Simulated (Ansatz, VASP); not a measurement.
**Two plane-wave programs on CdS**

```
Cd S
1.0
     0.00000    2.95488    2.95488
     2.95488    0.00000    2.95488
     2.95488    2.95488    0.00000
Cd S
1 1
Direct
  0.00000 0.00000 0.00000
  0.25000 0.25000 0.25000
```

Change from the starting cell: volume scaled by 1.04, ions relaxed.

Alike in both runs: functional PBE; k mesh 13 × 13 × 13; occupations fermi-dirac, width 0.02 eV; no spin polarisation.

Ansatz relaxed the structure, and its values are those at the end. VASP's run is a single point on that final structure, the one shown.

|  | VASP | Ansatz |
| --- | --- | --- |
| version | VASP 6.6.1 | Ansatz 0.2.0 |
| potentials or method | VASP PAW PBE potentials, release 64 (Cd, S) | plane-wave PAW, scalar-relativistic |
| plane-wave cutoff (eV) | 520 | 420 |
| valence electrons in the cell | 18 | 26 |

VASP gave:

| Item | Value |
| --- | --- |
| gap on the k mesh at the Fermi level (eV) | 1.06 |
| pressure (GPa) | 0.8 |

Estimate Ansatz's values.

gap on the k mesh at the Fermi level (eV): 1.06; pressure (GPa): 0.5.

The two sets of potentials don't hold the same shells in valence. Ansatz warned: «gradients_without_spin_orbit».

Caveats: an odd mesh through Γ misses points on the zone boundary, where band edges often lie.
